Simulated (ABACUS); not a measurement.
BN:

```
CELL_PARAMETERS angstrom
2.56397 0.00000 0.00000
1.28199 2.22046 0.00000
1.28199 0.74015 2.09347
ATOMIC_POSITIONS crystal
N 0.25000 0.25000 0.25000
B 0.00000 0.00000 0.00000
```

The cell is a database's computed one.

Base run:

| Property | Result |
| --- | --- |
| Program | ABACUS 3.10.1 |
| Functional | SCAN |
| Potentials or basis | SG15 ONCV 1.2 PBE |
| Cutoff | 1361 eV |
| Density cutoff | 5442 eV |
| Basis | DZP LCAO (the cutoffs set its grid) |
| k mesh | 10 × 10 × 10 |
| Occupations | fermi-dirac, width 0.05 eV |
| Spin | no spin polarisation |

Its results: band gap on the k mesh 4.96 eV, indirect (least direct gap 9.41 eV); pressure -4.3 GPa.

The run is repeated on the same cell with these changes: functional from SCAN to PBEsol; k mesh from 10 × 10 × 10 to 12 × 12 × 12. What comes out?

Band gap on the k mesh 4.32 eV, indirect (least direct gap 8.67 eV); pressure -3.3 GPa.

Several settings changed at once, so the effect can't be laid on one alone.

Caveats: the atomic orbitals were generated for these runs and aren't a published set; the potentials were made for another functional, which shifts forces and pressure; the basis of atomic orbitals isn't converged, which shifts pressures, moduli and gaps.

A k mesh can miss the band edges.

Not every run made on this cell is shown here.
